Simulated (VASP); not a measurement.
MnO:

```
Mn O
1.0
     3.37170    0.00000    0.00000
    -1.68585    2.91998    0.00000
     0.00000    0.00000    5.38550
Mn O
2 2
Direct
  0.33333 0.66667 0.01096
  0.66667 0.33333 0.51096
  0.33333 0.66667 0.37547
  0.66667 0.33333 0.87547
```

Measurements of this composition are mostly on another form, of space group No. 225.

Base run:

- Program: VASP 6.6.1
- Functional: PBE
- Potentials or basis: VASP PAW PBE potentials, release 64 (Mn_pv, O)
- Cutoff: 520 eV
- k mesh: 6 × 6 × 4
- Occupations: gaussian, width 0.05 eV
- Spin: collinear spin, ferromagnetic start
- Starting moments: [4.0, 4.0, 0.0, 0.0] μB
- Hubbard terms: Mn d U = 3 eV

Its results: pressure 9.9 GPa; site moments Mn +4.55; O +0.13 μB; largest force 0.846 eV/Å.

Question: The run is repeated on the same cell with these changes: further incar settings from ALGO = Normal; EDIFF = 1e-06; NBANDS = 31 to ALGO = Fast; EDIFF = 1e-07; NBANDS = 31; fixed moment from none to 2 μB. What comes out?

Answer: Pressure -11.8 GPa; site moments Mn +1.07; O -0.06 μB; largest force 1.180 eV/Å.

Caveats: only a ferromagnetic start was run, and an antiferromagnetic order may lie lower in energy; the moment is held away from its start (some runs); the total moment is fixed, so each spin has its own Fermi level (some runs); forces of over 1 eV/Å show positions far from the minimum, so gaps and moduli don't describe the material at rest (some runs).
